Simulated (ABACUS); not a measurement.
# GaAs (F-43m) in ABACUS: further runs, part 2 of 2

ABACUS 3.10.1. Earlier steps stand in the parts before.

### Step 3. Band structure, TASK

INPUT reads:

```
INPUT_PARAMETERS
suffix              GaAs
calculation         nscf
basis_type          pw
pseudo_dir          ./
symmetry            -1
dft_functional      MGGA_X_TASK+LDA_C_PW
ecutwfc             97.0
pseudo_rcut         10
nspin               1
nbands              19
ks_solver           dav
smearing_method     fd
smearing_sigma      0.00367493
scf_thr             1e-08
scf_nmax            100
mixing_type         broyden
mixing_beta         0.7
mixing_tau          1
init_chg            file
pw_diag_thr         1e-07
out_band            1
kpar                4
```

STRU reads:

```
ATOMIC_SPECIES
As 74.9216 As_ONCV_PBE-1.2.upf
Ga 69.7230 Ga_ONCV_PBE-1.2.upf

LATTICE_CONSTANT
1.8897261246

LATTICE_VECTORS
0.0000000000 2.8268500000 2.8268500000
2.8268500000 0.0000000000 2.8268500000
2.8268500000 2.8268500000 0.0000000000

ATOMIC_POSITIONS
Cartesian

As
0.0
1
4.2402750000 4.2402750000 4.2402750000 1 1 1

Ga
0.0
1
0.0000000000 0.0000000000 0.0000000000 1 1 1
```

KPT reads:

```
K_POINTS
12
Line
0.00000000 0.00000000 0.00000000 10 // G
0.50000000 0.00000000 0.50000000 10 // X
0.50000000 0.25000000 0.75000000 10 // W
0.37500000 0.37500000 0.75000000 10 // K
0.00000000 0.00000000 0.00000000 10 // G
0.50000000 0.50000000 0.50000000 10 // L
0.62500000 0.25000000 0.62500000 10 // U
0.50000000 0.25000000 0.75000000 10 // W
0.50000000 0.50000000 0.50000000 10 // L
0.37500000 0.37500000 0.75000000 1 // K
0.62500000 0.25000000 0.62500000 10 // U
0.50000000 0.00000000 0.50000000 1 // X
```

Potentials or basis: SG15 ONCV 1.2 PBE, plane waves.

On the command line:

```
OMP_NUM_THREADS=1 mpirun -np 4 abacus > log
```

Run time: 41 s. Hardware: 4 MPI ranks of Intel Xeon 6975P-C (Granite Rapids), shared host; peak memory 0.52 GiB.

It converged, with:

* Band gap along the path: 0.41 eV, direct

Levels at the corners of the path, in eV from the Fermi level:
```csv
point,band 6,band 7,band 8,band 9,band 10,band 11,band 12,band 13
Γ,-14.03,-0.23,-0.23,-0.23,0.18,3.89,3.89,3.89
X,-12.42,-9.21,-3.94,-3.94,1.82,2.09,12.15,12.15
W,-12.30,-9.05,-4.83,-4.67,5.02,6.29,6.44,7.58
K,-12.42,-9.01,-5.26,-3.38,2.35,5.58,9.57,9.61
Γ,-14.03,-0.23,-0.23,-0.23,0.18,3.89,3.89,3.89
L,-13.14,-8.88,-1.90,-1.90,0.84,5.38,5.38,10.38
U,-12.42,-9.01,-5.26,-3.38,2.35,5.58,9.57,9.61
W,-12.30,-9.05,-4.83,-4.67,5.02,6.29,6.44,7.58
L,-13.14,-8.88,-1.90,-1.90,0.84,5.38,5.38,10.38
K,-12.42,-9.01,-5.26,-3.38,2.35,5.58,9.57,9.61
U,-12.42,-9.01,-5.26,-3.38,2.35,5.58,9.57,9.61
X,-12.42,-9.21,-3.94,-3.94,1.82,2.09,12.15,12.15
```

Caveat: the density is read from an earlier self-consistent run, whose mesh may be coarse; the potentials were made for another functional, which shifts forces and pressure.

### Step 4. Equation of state, TASK, 21.23 Å³/atom (volume scaled by 0.94)

run_abacus.py reads:

```python
"""ABACUS run from a structure file: ASE reads it, the script writes STRU, KPT and INPUT."""
import re
import subprocess
from ase.io import read
from ase.units import Bohr

atoms = read("GaAs.cif")
atoms = atoms[(-atoms.numbers).argsort(kind="stable")]  # ABACUS lists atoms element by element
pseudo = {'As': 'As_ONCV_PBE-1.2.upf', 'Ga': 'Ga_ONCV_PBE-1.2.upf'}
orbital = {}
magmoms = None
kmesh = [5, 5, 5]
params = {
    'suffix': 'GaAs',
    'calculation': 'scf',
    'basis_type': 'pw',
    'pseudo_dir': './',
    'symmetry': 1,
    'dft_functional': 'MGGA_X_TASK+LDA_C_PW',
    'ecutwfc': 97,
    'pseudo_rcut': 10,
    'nspin': 1,
    'nbands': 13,
    'ks_solver': 'dav',
    'smearing_method': 'fd',
    'smearing_sigma': 0.00367493,
    'scf_thr': 1e-08,
    'scf_nmax': 100,
    'mixing_type': 'broyden',
    'mixing_beta': 0.7,
    'cal_force': 1,
    'cal_stress': 1,
    'mixing_tau': 1,
    'kpar': 4,
}

symbols = atoms.get_chemical_symbols()
elements = list(dict.fromkeys(symbols))
lines = ["ATOMIC_SPECIES"] + [f"{e} {atoms.get_masses()[symbols.index(e)]:.4f} {pseudo[e]}" for e in elements]
if orbital:
    lines += ["", "NUMERICAL_ORBITAL"] + [orbital[e] for e in elements]
lines += ["", "LATTICE_CONSTANT", f"{1 / Bohr:.10f}", "", "LATTICE_VECTORS"]
lines += [" ".join(f"{x:.10f}" for x in v) for v in atoms.cell]
lines += ["", "ATOMIC_POSITIONS", "Direct"]
for e in elements:
    lines += ["", e, "0.0", str(symbols.count(e))]
    for i, p in enumerate(atoms.get_scaled_positions(wrap=False)):
        if symbols[i] == e:
            mag = "" if magmoms is None else " mag " + " ".join(str(x) for x in (magmoms[i] if isinstance(magmoms[i], list) else [magmoms[i]]))
            lines.append(" ".join(f"{x:.10f}" for x in p) + " 1 1 1" + mag)
open("STRU", "w").write("\n".join(lines) + "\n")
open("KPT", "w").write("K_POINTS\n0\nGamma\n%d %d %d 0 0 0\n" % tuple(kmesh))
open("INPUT", "w").write("INPUT_PARAMETERS\n" + "".join(f"{k:<20s}{v}\n" for k, v in params.items()))

done = subprocess.run(['mpirun', '-np', '4', 'abacus'])
if done.returncode:
    raise SystemExit(done.returncode)
log = open("OUT.GaAs/running_scf.log").read()
print("final energy (eV):", re.findall(r"FINAL_ETOT_IS (\S+)", log))
```

GaAs.cif reads:

```cif
data_GaAs
_cell_length_a 3.91615957
_cell_length_b 3.91615957
_cell_length_c 3.91615957
_cell_angle_alpha 60.00000000
_cell_angle_beta 60.00000000
_cell_angle_gamma 60.00000000
_space_group_name_H-M_alt 'P1'
_space_group_name_Hall 'P 1'
_space_group_IT_number 1
loop_
_space_group_symop_operation_xyz
'x,y,z'
loop_
_atom_site_label
_atom_site_type_symbol
_atom_site_symmetry_multiplicity
_atom_site_Wyckoff_symbol
_atom_site_fract_x
_atom_site_fract_y
_atom_site_fract_z
_atom_site_occupancy
As1 As 1 a 0.7500000000 0.7500000000 0.7500000000 1
Ga1 Ga 1 a 0.0000000000 0.0000000000 0.0000000000 1
```

On the command line:

```
OMP_NUM_THREADS=1 python run_abacus.py > log
```

Run time: 12 s. Hardware: 4 MPI ranks of Intel Xeon 6975P-C (Granite Rapids), shared host; peak memory 0.44 GiB.

Results (log left out):

* Free energy: -1902.7592 eV
* Pressure: 228.0 GPa
* Band gap on the k mesh: 0.95 eV, direct

Caveat: the potentials were made for another functional, which shifts forces and pressure; an odd mesh through Γ misses points on the zone boundary, where band edges often lie.

### Step 5. Equation of state, TASK, 22.14 Å³/atom (volume scaled by 0.98)

run_abacus.py is that of step 4.

Changes to GaAs.cif since step 4:

```diff
@@ -1,5 +1,5 @@
 data_GaAs
-_cell_length_a 3.91615957
-_cell_length_b 3.91615957
-_cell_length_c 3.91615957
+_cell_length_a 3.97093813
+_cell_length_b 3.97093813
+_cell_length_c 3.97093813
 _cell_angle_alpha 60.00000000
```

On the command line:

```
OMP_NUM_THREADS=1 python run_abacus.py > log
```

Run time: 12 s. Hardware: 4 MPI ranks of Intel Xeon 6975P-C (Granite Rapids), shared host; peak memory 0.44 GiB.

The run converged. Its results:

```
Free energy            : -1902.8639 eV
Pressure               : 212.6 GPa
Band gap on the k mesh : 0.59 eV, direct
```

Caveat: the potentials were made for another functional, which shifts forces and pressure.

### Step 6. Equation of state, TASK, 23.04 Å³/atom (volume scaled by 1.02)

run_abacus.py is that of step 5.

Changes to GaAs.cif since step 5:

```diff
@@ -1,5 +1,5 @@
 data_GaAs
-_cell_length_a 3.97093813
-_cell_length_b 3.97093813
-_cell_length_c 3.97093813
+_cell_length_a 4.02424568
+_cell_length_b 4.02424568
+_cell_length_c 4.02424568
 _cell_angle_alpha 60.00000000
```

Potentials or basis: SG15 ONCV 1.2 PBE, plane waves.

On the command line:

```
OMP_NUM_THREADS=1 python run_abacus.py > log
```

Wall time 12 s (4 MPI ranks of Intel Xeon 6975P-C (Granite Rapids), shared host); peak memory 0.48 GiB.

The run converged. Its results:

| Quantity | Value |
| --- | --- |
| Free energy | -1902.9278 eV |
| Pressure | 199.3 GPa |
| Band gap on the k mesh | 0.24 eV, direct |

Caveat: the potentials were made for another functional, which shifts forces and pressure.

### Step 7. Equation of state, TASK, 23.94 Å³/atom (volume scaled by 1.06)

run_abacus.py is that of step 6.

Changes to GaAs.cif since step 6:

```diff
@@ -1,5 +1,5 @@
 data_GaAs
-_cell_length_a 4.02424568
-_cell_length_b 4.02424568
-_cell_length_c 4.02424568
+_cell_length_a 4.07617715
+_cell_length_b 4.07617715
+_cell_length_c 4.07617715
 _cell_angle_alpha 60.00000000
```

On the command line:

```
OMP_NUM_THREADS=1 python run_abacus.py > log
```

Run time: 14 s. Hardware: 4 MPI ranks of Intel Xeon 6975P-C (Granite Rapids), shared host; peak memory 0.48 GiB.

Results (log left out):

```yaml
Free_energy: -1902.9582 eV
Pressure: 188.0 GPa
Band_gap_on_the_k_mesh: none (metal or under the smearing width)
```

Caveat: the k mesh is coarse (spacing up to 0.38 Å⁻¹), so the values aren't converged; the potentials were made for another functional, which shifts forces and pressure.

### Step 8. Equation of state, TASK

Potentials or basis: SG15 ONCV 1.2 PBE, plane waves.

No new run: the results of the series are fitted here.

What came out:

```yaml
Equilibrium_volume: "24.49 Å³/atom (rough: see the caveat)"
Bulk_modulus: 59 GPa (rough)
```

Energy against volume, from the lowest point:
```
volume (Å³/atom)  energy (meV/atom)
          21.234              99.49
          22.138              47.14
          23.041              15.19
          23.945               0.00
```

Caveat: the k mesh is coarse (spacing up to 0.38 Å⁻¹), so the values aren't converged; the minimum lies outside the volumes run; the potentials were made for another functional, which shifts forces and pressure.

### Step 9. Against experiment

Step 3. A measured gap of GaAs is 1.418 eV (direct; 300 K; “Evidence of valence band perturbations in GaAsN/GaAs(001): A combined variable-angle spectroscopic ellipsometry and modulated photoreflectance investigation”, 2008, arxiv:0805.2212); the calculated 0.41 eV misses it by -1.00 eV. So large a miss can be the level of theory's own, or it may mean another phase, state or a wrong row. 3 values of this kind are on record (1.412 to 1.51 eV); this one was drawn at random among those near their median, those with a stated uncertainty first. Spin-orbit coupling on As, Ga is left out. The value is that of TASK, without temperature or zero-point motion.
